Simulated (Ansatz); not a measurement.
Input of an Ansatz 0.2.0 run:

Contents of input.yaml:

```yaml
crystal:
  lattice:
    - [2.1273203072, -1.22828244, 0.0]
    - [2.1273203072, 1.22828244, 0.0]
    - [-1.3790696309, 0.0, 3.5028300786]
  atoms:
    - { symbol: C, position: [0.16664447, 0.16664447, 0.99990696] }
    - { symbol: C, position: [0.83335553, 0.83335553, 9.304e-05] }
hamiltonian:
  xc: blyp
  pseudopotentials: { kind: paw }
  dispersion: d3bj
kpoints:
  mp_grid: { grid: [13, 13, 8] }
scf:
  occupations: { method: fermi_dirac, width: 0.05 }
output:
  forces: true
  stress: true
  eigenvalues: true
relax:
  f_tol: 0.01
  max_steps: 40
  cell: { stress_tol: 0.05 }
```

Potentials or basis: Ansatz PAW.

The run is started by

```bash
$ ansatz run input.yaml --threads 2 --pin off --max-ram 5632MiB --backend cpu --events-out ev --progress --plain --runs-dir out
```

(1) What does it give for the space group after relaxing (to 0.05 Å)?

(2) Predict the relaxed cell.

(3) Predict the band gap on the k mesh.

Answers

(1) R-3m (No. 166).

(2) a = 2.470 Å, b = 2.470 Å, c = 3.576 Å, α = 110.15°, β = 110.15°, γ = 60.00°.

(3) 0.61 eV, direct.

Caveat: odd divisions of the mesh miss points on the zone boundary, where band edges often lie, so the gap on the mesh can be too wide; the plane-wave basis is chosen anew once the cell has moved, so the energies of steps on either side of that aren't comparable.
